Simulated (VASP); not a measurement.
A run of VASP 6.6.1 is set up as follows.

File INCAR:

```
SYSTEM = Nb5N4
ALGO     = Normal         ! electronic algorithm
DIPOL    = 0.5 0.5 0.500
EDIFF    = 1E-6           ! SCF threshold, eV
ENCUT    = 900            ! plane-wave cutoff, eV
GGA      = PE             ! functional
IDIPOL   = 3            
ISIF     = 2              ! what is computed and relaxed
ISMEAR   = -1             ! smearing method
LASPH    = .TRUE.         ! aspherical terms in the spheres
LCHARG   = .FALSE.        ! write CHGCAR
LDIPOL   = .TRUE.       
LREAL    = .FALSE.        ! projectors in reciprocal space
LWAVE    = .FALSE.        ! write WAVECAR
NELM     = 60             ! most SCF steps
PREC     = Accurate       ! precision mode
SIGMA    = 0.05           ! smearing width, eV
```

Contents of KPOINTS:

```
k-points
0
G
  7 7 1
  0 0 0
```

The input POSCAR:

```
Nb5N4
1.0
    2.9399979705      0.0000000000      0.0000000000
   -1.4699989852      2.5461129295      0.0000000000
    0.0000000000      0.0000000000     26.1600000000
Nb N
5 4
Direct
    0.0000000000      0.0000000000      0.2866972477
    0.0000000000      0.0000000000      0.3933486239
    0.0000000000      0.0000000000      0.5000000000
    0.0000000000      0.0000000000      0.6066513761
    0.0000000000      0.0000000000      0.7133027523
    0.6666666667      0.3333333334      0.3400229358
    0.6666666667      0.3333333334      0.4466743119
    0.6666666667      0.3333333334      0.5533256881
    0.6666666667      0.3333333334      0.6599770642
```

Potentials or basis: VASP PAW PBE potentials, release 64 (Nb_sv, N_s).

The run is started by

```sh
$ cat potpaw_PBE.64/Nb_sv/POTCAR potpaw_PBE.64/N_s/POTCAR > POTCAR
$ mpirun -np 1 vasp_std > vasp.out
```

(1) Estimate the band gap on the k mesh.

(2) Estimate the largest force.

Answers

(1) none (metal or under the smearing width).

(2) 1.134 eV/Å.
